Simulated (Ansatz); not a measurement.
A (001) slab of Al₃Ru₂ (I4/mmm (No. 139)), 9 planes, outer planes Ru (top) and Ru (bottom), with 9 atoms (Al5Ru4) in a surface cell of A = 9.446 Å², as cut from the bulk:

```xyz
9
Lattice="3.0734 0.0000 0.0000 0.0000 3.0734 0.0000 0.0000 0.0000 26.2400" Properties=species:S:1:pos:R:3 pbc="T T T"
Ru    1.5367    1.5367    7.5000
Al    0.0000    0.0000    8.7554
Al    1.5367    1.5367   10.3589
Ru    0.0000    0.0000   11.6142
Al    1.5367    1.5367   13.1200
Ru    0.0000    0.0000   14.6258
Al    1.5367    1.5367   15.8812
Al    0.0000    0.0000   17.4847
Ru    1.5367    1.5367   18.7400
```

All numbers below come from DFT PBEsol, scalar-relativistic, plane waves, PAW in Ansatz. Cutoff 420 eV; k points 11×11×1 on the computed 9-atom cell (Γ-centred); Gaussian smearing, width 0.10 eV; no spin polarisation. The cell repeats along c with a dipole correction in the vacuum.

The relaxed slab holds 1.67 formula units of Al3Ru2 and 0.67 further Ru. Against those formula units in the bulk and the further Ru in its standard state it lies 4.157 eV higher. The formation energy of Al3Ru2 from the standard states is -3.356 eV a formula unit (uncorrected, no zero-point or thermal terms).

Question: Over what range can the chemical potential of Ru vary, and what is the surface energy at both ends?

Answer: In contact with the bulk, 2μ(Ru) + 3μ(Al) is fixed. With Δμ counted from the standard states, Δμ(Ru) ≤ 0 keeps elemental Ru from forming, and Δμ(Al) ≤ 0 requires Δμ(Ru) ≥ ΔH/2 = -1.678 eV. Other compounds of Ru and Al can narrow this range. Then γ, the mean of both faces, = [4.157 eV − 0.67·Δμ(Ru)]/(2A). At the Ru-rich end (Δμ = 0): 4.157/(2 × 9.446) × 16.02 = 3.53 J/m². At the Ru-poor end: (4.157 + 1.119)/(2 × 9.446) × 16.02 = 4.47 J/m².

Question: How does its energy depend on growth conditions?

Answer: It carries an excess of Ru, so its energy falls by 0.57 J/m² for each eV that μ(Ru) rises: Ru-rich conditions lower it; whether it appears depends on the other terminations.